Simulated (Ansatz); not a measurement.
## NaI under changes of volume

One of the cells (33.899 Å³/atom); the others are scaled copies at fixed shape and fractional positions:

```
I Na
1.0
     0.00000    3.23640    3.23640
     3.23640    0.00000    3.23640
     3.23640    3.23640    0.00000
I Na
1 1
Cartesian
  3.2364 3.2364 3.2364
  0.0000 0.0000 0.0000
```

```yaml
Program: Ansatz 0.2.0
Functional: PBEsol
Potentials_or_basis: all-electron LAPW, scalar-relativistic
Cutoff: 133 eV (chosen from the basis error)
Basis_error_allowed: 0.001 eV/atom
k_mesh: 7 × 7 × 7
Occupations: fermi-dirac, width 0.05 eV
Spin: no spin polarisation
```

```csv
volume (Å³/atom),energy over the lowest point (meV/atom),pressure (GPa),gap on the mesh (eV)
31.865,1.47,0.5,3.67
32.543,0.00,0.2,3.62
33.221,0.12,-0.2,3.56
33.899,1.62,-0.5,3.51
34.577,4.37,-0.8,3.46
35.255,8.20,-1.0,3.42
35.933,?,?,?
```

Task: What does the run at 35.933 Å³/atom give?

Result: Energy over the lowest point 13.00 meV/atom; pressure -1.2 GPa; gap on the mesh 3.37 eV.

Worked out: A Birch-Murnaghan fit of order 3 (a polynomial in V^(-2/3)) to the other rows has its minimum at 32.83 Å³/atom with B0 = V·E''(V) = 17.1 GPa and B' = 5.0. It gives 13.00 meV/atom at 35.933 Å³/atom, against the run's 13.00, and -dE/dV = -1.2 GPa, against -1.2. A straight line through the other rows of the gap, of slope -2.52 eV per unit of ln V (its deformation potential), extrapolates to 3.37 eV, against the run's 3.37.

Energies are extrapolated to zero smearing.

Caveats: spin-orbit coupling is left out, which moves the levels of the heavy elements.
